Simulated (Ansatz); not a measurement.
**BH3 on Al(110): molecular dynamics**

Purpose: to shoot the molecule at the surface and see whether it bounces, sticks or breaks. Runs: 270 steps of 0.5 fs at constant energy. The slab cell is 3×2, 3 layers thick, and the molecule starts well above it. It comes in with 5 eV at 40° from the normal, on a surface at rest.

Program: Ansatz 0.2.0. Level of theory: DFT PBE+D3(BJ), plane waves, PAW, scalar-relativistic, no spin polarisation. These are calculated values, not measurements.

### 1 The starting structure

The cell holds 22 atoms (Al18BH3): a = 12.150 Å, b = 5.728 Å, c = 16.864 Å, α = 90.00°, β = 90.00°, γ = 90.00°.

As a file:

```cif
data_structure
_symmetry_space_group_name_H-M 'P 1'
_symmetry_Int_Tables_number 1
_cell_length_a 12.1500
_cell_length_b 5.7276
_cell_length_c 16.8638
_cell_angle_alpha 90.000
_cell_angle_beta 90.000
_cell_angle_gamma 90.000
_cell_volume 1173.55
loop_
_atom_site_label
_atom_site_type_symbol
_atom_site_fract_x
_atom_site_fract_y
_atom_site_fract_z
_atom_site_occupancy
Al1 Al 0.00000 0.00000 0.05930 1
Al2 Al 0.33333 0.00000 0.05930 1
Al3 Al 0.66667 0.00000 0.05930 1
Al4 Al 0.00000 0.50000 0.05930 1
Al5 Al 0.33333 0.50000 0.05930 1
Al6 Al 0.66667 0.50000 0.05930 1
Al7 Al 0.16667 0.25000 0.14421 1
Al8 Al 0.50000 0.25000 0.14421 1
Al9 Al 0.83333 0.25000 0.14421 1
Al10 Al 0.16667 0.75000 0.14421 1
Al11 Al 0.50000 0.75000 0.14421 1
Al12 Al 0.83333 0.75000 0.14421 1
Al13 Al 0.00000 0.00000 0.22912 1
Al14 Al 0.33333 0.00000 0.22912 1
Al15 Al 0.66667 0.00000 0.22912 1
Al16 Al 0.00000 0.50000 0.22912 1
Al17 Al 0.33333 0.50000 0.22912 1
Al18 Al 0.66667 0.50000 0.22912 1
B1 B 0.84160 0.26050 0.40653 1
H1 H 0.83854 0.46817 0.41711 1
H2 H 0.75835 0.15106 0.41711 1
H3 H 0.92790 0.16228 0.41711 1
```

### 2 The run

270 steps of 0.5 fs at constant energy.

input.yaml

```yaml
accuracy: low
crystal:
  lattice:
    - [12.15, 0.0, 0.0]
    - [0.0, 5.727565, 0.0]
    - [0.0, 0.0, 16.863782]
  atoms:
    - { symbol: Al, position: [0.0, 0.0, 0.0592987] }
    - { symbol: Al, position: [0.3333333, 0.0, 0.0592987] }
    - { symbol: Al, position: [0.6666667, 0.0, 0.0592987] }
    - { symbol: Al, position: [0.0, 0.5, 0.0592987] }
    - { symbol: Al, position: [0.3333333, 0.5, 0.0592987] }
    - { symbol: Al, position: [0.6666667, 0.5, 0.0592987] }
    - { symbol: Al, position: [0.1666667, 0.25, 0.1442079] }
    - { symbol: Al, position: [0.5, 0.25, 0.1442079] }
    - { symbol: Al, position: [0.8333333, 0.25, 0.1442079] }
    - { symbol: Al, position: [0.1666667, 0.75, 0.1442079] }
    - { symbol: Al, position: [0.5, 0.75, 0.1442079] }
    - { symbol: Al, position: [0.8333333, 0.75, 0.1442079] }
    - { symbol: Al, position: [0.0, 0.0, 0.2291172] }
    - { symbol: Al, position: [0.3333333, 0.0, 0.2291172] }
    - { symbol: Al, position: [0.6666667, 0.0, 0.2291172] }
    - { symbol: Al, position: [0.0, 0.5, 0.2291172] }
    - { symbol: Al, position: [0.3333333, 0.5, 0.2291172] }
    - { symbol: Al, position: [0.6666667, 0.5, 0.2291172] }
    - { symbol: B, position: [0.8415961, 0.2605045, 0.4065255] }
    - { symbol: H, position: [0.8385441, 0.4681708, 0.4171103] }
    - { symbol: H, position: [0.7583452, 0.1510647, 0.4171103] }
    - { symbol: H, position: [0.927899, 0.162278, 0.4171103] }
basis:
  ecutwfc: 420.0
kpoints:
  mp_grid: { grid: [1, 2, 1] }
hamiltonian:
  xc: pbe
  dispersion: d3bj
  pseudopotentials: { kind: paw, azcp: { folder: soft_1 } }
scf:
  occupations: { method: fermi_dirac, width: 0.15 }
  lower_state_search: "off"
md:
  timestep: 0.5
  n_steps: 270
  ensemble: nve
  initial_velocities: zero
  seed: 616957
  initial_site_velocities:
    - { site: 18, velocity: [0.053681, 0.0, -0.063975] }
    - { site: 19, velocity: [0.053681, 0.0, -0.063975] }
    - { site: 20, velocity: [0.053681, 0.0, -0.063975] }
    - { site: 21, velocity: [0.053681, 0.0, -0.063975] }
  constraints: [{ sites: [0, 1, 2, 3, 4, 5] }]
```

Started as:

```console
ansatz run input.yaml --threads 1 --pin off --max-ram 3072MiB --backend cpu --events-out ev --progress --plain --runs-dir out
```

What does the calculation give? Wanted: lowest height of the centre of mass; shortest distance to a slab atom; temperature, first and last step; temperature, second half; potential energy, second half; largest change of the total energy; mean square displacement, second half.

**Answer**, as computed:

| quantity | value |
| --- | --- |
| lowest height of the centre of mass | 0.42 Å over the top layer's first level, at 135.0 fs |
| shortest distance to a slab atom | 1.35 Å |
| length | 270 steps of 0.5 fs |
| temperature, first and last step | 2418 and 2045 K |
| temperature, second half | mean 1855 K, from 1306 to 2281 K |
| potential energy, second half | +53 meV/atom from the start |
| largest change of the total energy | 0.27 meV/atom |
| mean square displacement, second half | H 23.8, B 18.6, Al 0.108 Å² |

In words: The molecule's centre of mass comes down from 3.03 Å to 0.42 Å and is still falling when the run ends, after it has broken. Its shortest distance to a slab atom is 1.35 Å. The total energy strays from its start by at most 0.27 meV/atom, 0.1 % of the mean kinetic energy, so a step of 0.5 fs is short enough over this time. Bonds change: the first event comes at 96.0 fs (B19–H22 breaks). The printed temperature only measures the kinetic energy here. Averages from a run of 135 fs with 22 atoms are rough. The nuclei move classically, without zero-point motion, which matters most for hydrogen. Accuracy level and mesh were kept low to afford the steps.
